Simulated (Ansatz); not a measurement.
Computed with Ansatz on PBE0-D4/def2-TZVP structures; ΔE is electronic, products minus reactants. CCSD(T)/CBS is the MP2 limit (def2-TZVPP, def2-QZVPP) plus CCSD(T) − MP2 in def2-TZVPP, frozen cores. This one scheme is used for every species. Functionals use def2-TZVPP. B3LYP here is the variant with VWN-RPA as its local correlation; programs differ in this. Elements past krypton have def2 core potentials. For Sn outer-core shells are correlated without core-valence functions, which leaves a few kJ/mol of doubt a bond. One conformer a species, not always the lowest.

Consider the ligand exchange at the Si–C bond: `[SiH3]C[O][SnH3]` + `OCCO` → `OCCO[SiH3]` + `C[O][SnH3]`.

`[SiH3]C[O][SnH3]`:

Cartesian coordinates in Å:
```
Si -2.174 0.298 0.342
C -0.476 -0.460 0.003
O 0.474 0.585 0.014
Sn 2.372 0.155 -0.308
H -3.208 -0.776 0.339
H -2.177 0.967 1.669
H -2.508 1.293 -0.709
H -0.505 -0.989 -0.964
H -0.265 -1.226 0.766
H 3.157 1.658 -0.209
H 2.846 -0.945 0.911
H 2.463 -0.562 -1.856
```

`OCCO`:

```xyz
10

O    -0.915   -1.212    0.769
C    -0.226    0.009    0.845
C     0.714    0.183   -0.325
O     0.012    0.086   -1.554
H    -1.171   -1.322   -0.154
H    -0.930    0.858    0.879
H     0.336    0.014    1.783
H     1.443   -0.629   -0.337
H     1.258    1.133   -0.245
H    -0.520    0.879   -1.663
```

`OCCO[SiH3]`:

Z-matrix (Å, degrees):
```
C
C 1 1.508
O 1 1.405 2 111.7
H 1 1.093 2 109.5 3 -118.7
H 1 1.099 2 109.0 3 123.3
O 2 1.417 1 107.8 3 -60.1
H 2 1.098 1 110.0 3 179.2
H 2 1.098 1 109.7 3 59.7
H 3 0.963 1 106.6 2 52.8
Si 6 1.646 2 122.4 1 178.4
H 10 1.489 6 110.7 2 -59.2
H 10 1.480 6 106.3 2 -179.2
H 10 1.489 6 110.6 2 60.9
```

`C[O][SnH3]`:

```xyz
9

C    -0.683   -0.820   -0.992
O     0.480   -0.062   -0.796
Sn    0.756    0.837    0.932
H    -0.657   -1.238   -2.003
H    -1.600   -0.219   -0.904
H    -0.764   -1.661   -0.287
H    -0.553    1.912    1.163
H     2.248    1.625    0.746
H     0.773   -0.372    2.140
```

```
             level  ΔE (kJ/mol)  difference from CCSD(T)/CBS
            PBE-D4        -88.1                         14.2
         r2SCAN-D4       -100.8                          1.5
           PBE0-D4        -93.8                          8.5
          B3LYP-D4       -103.4                         -1.1
           ωB97X-V       -102.1                          0.2
           ωB97M-V       -100.9                          1.4
            B2PLYP       -106.2                         -3.9
               PBE        -88.4                         13.9
            r2SCAN       -100.7                          1.6
              PBE0        -94.2                          8.1
             B3LYP       -104.2                         -1.9
     HF/def2-TZVPP       -122.1                        -19.8
    MP2/def2-TZVPP       -106.2                         -3.9
SCS-MP2/def2-TZVPP       -109.5                         -7.2
   CCSD/def2-TZVPP       -105.2                         -2.9
CCSD(T)/def2-TZVPP       -102.6                         -0.3
     HF/def2-QZVPP       -123.7                        -21.4
    MP2/def2-QZVPP       -106.5                         -4.2
SCS-MP2/def2-QZVPP       -109.7                         -7.4
      HF/CBS(def2)       -123.9                        -21.6
     MP2/CBS(def2)       -105.9                         -3.6
    CCSD/CBS(def2)       -104.9                         -2.6
       CCSD(T)/CBS       -102.3                            0
```

Largest T1 diagnostic among the species: 0.014.

From PBE to PBE0 (25 % exact exchange), in def2-TZVPP and without D4, ΔE moves by −5.7 kJ/mol. In def2-TZVPP, CCSD(T) changes the Hartree–Fock value by +19.5 kJ/mol (the triples alone add +2.6 kJ/mol) and MP2 by +16.0 kJ/mol.

CCSD(T)/CBS has its own doubt, a few kJ/mol and more with outer-core shells, so smaller differences from it don't rank the levels.
